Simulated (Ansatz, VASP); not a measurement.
## PbO in VASP and in Ansatz

```
CELL_PARAMETERS angstrom
3.43884 0.00000 0.00000
-1.71942 2.97812 0.00000
0.00000 0.00000 6.39849
ATOMIC_POSITIONS crystal
Pb 0.00000 0.00000 0.00000
Pb 0.00000 0.00000 0.50000
O 0.33333 0.66667 0.25000
O 0.66667 0.33333 0.75000
```

Alike in both runs: functional PBE; k mesh 9 × 9 × 5; occupations fermi-dirac, width 0.05 eV; no spin polarisation.

Ansatz relaxed the structure, and its values are those at the end. VASP's run is a single point on that final structure, the one shown.

```csv
,VASP,Ansatz
version,VASP 6.6.1,Ansatz 0.2.0
potentials or method,"VASP PAW PBE potentials, release 64 (Pb_d, O)","PAW with Ansatz's default frozen-core files, scalar-relativistic"
plane-wave cutoff (eV),520,420
valence electrons in the cell,40,40
```

|  | VASP | Ansatz | Ansatz less VASP |
| --- | --- | --- | --- |
| pressure (GPa) | 12.0 | 12.0 | +0.02 |

Spin-orbit coupling is left out, which matters for the levels of Pb.
